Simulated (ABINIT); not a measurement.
Runs of ABINIT 10.8.3 (patched build) on AlNi. It takes space group Pm-3m (No. 221, cubic). The conventional cell has a = 2.881 Å, b = 2.881 Å, c = 2.881 Å, α = 90.00°, β = 90.00°, γ = 90.00°. Ni (site symmetry m-3m) has 8 Al at 2.50 Å as nearest neighbours. Al (site symmetry m-3m) has 8 Ni at 2.50 Å as nearest neighbours. 

```csv
task,level,potentials or basis,k mesh,cutoff (eV),fine-grid cutoff,mesh quality,gap on the mesh (eV),pressure (GPa),moment (μB),V0 of scaled cells (Å³/atom),B0 (GPa)
single point,PBE,JTH PAW PBE v2.0,9 × 9 × 9,1116,1714.32 eV,not flagged,none,(b),0.00,-,-
single point,LDA,JTH PAW LDA v2.0,4 × 4 × 4,816,1414.99 eV,coarse,none,-,0.00,-,-
equation of state,PBEsol,JTH PAW PBE v2.0,5 × 5 × 5,1116,1714.32 eV,coarse,-,-,-,11.84,171
single point,LDA,JTH PAW LDA v2.0,5 × 5 × 5,816,1414.99 eV,coarse,none,-,0.00,-,-
single point,PBEsol,PseudoDojo NC SR PBEsol v0.4.1 standard,9 × 9 × 9,1333,-,not flagged,none,(c),0.00,-,-
single point,LDA,JTH PAW LDA v2.0,7 × 7 × 7,816,1414.99 eV,not flagged,none,-,0.00,-,-
equation of state,LDA,JTH PAW LDA v2.0,6 × 6 × 6,1116,1714.32 eV,coarse,-,-,-,11.41,185
single point,r2SCAN,JTH PAW PBE v2.0,7 × 7 × 7,1333,2000.04 eV,not flagged,none,-,0.00,-,-
equation of state,r2SCAN,JTH PAW PBE v2.0,5 × 5 × 5,1333,2000.04 eV,coarse,-,-,-,(a),173
equation of state,PBEsol,PseudoDojo NC SR PBEsol v0.4.1 standard,9 × 9 × 9,1333,-,not flagged,-,-,-,11.72,173
```

Alike in all rows: spin collinear, ferromagnetic start; cell as given; smearing fermi-dirac 0.05 eV.

Problem. Fill in the values left out.

Solution. (a) 11.83; (b) 2.2; (c) -3.3.

Caveats: some runs use coarse meshes; small starting moments can end in a higher magnetic state in this program (some runs); pressures at fixed basis lie under the slope of the energies (some runs); the PAW data sets were made with another functional, which shifts forces and pressure a little (some runs).

A k mesh can miss the band edges.

A gap of «none» marks a metal or a gap under the smearing width.

Not every run made on this cell is shown here.
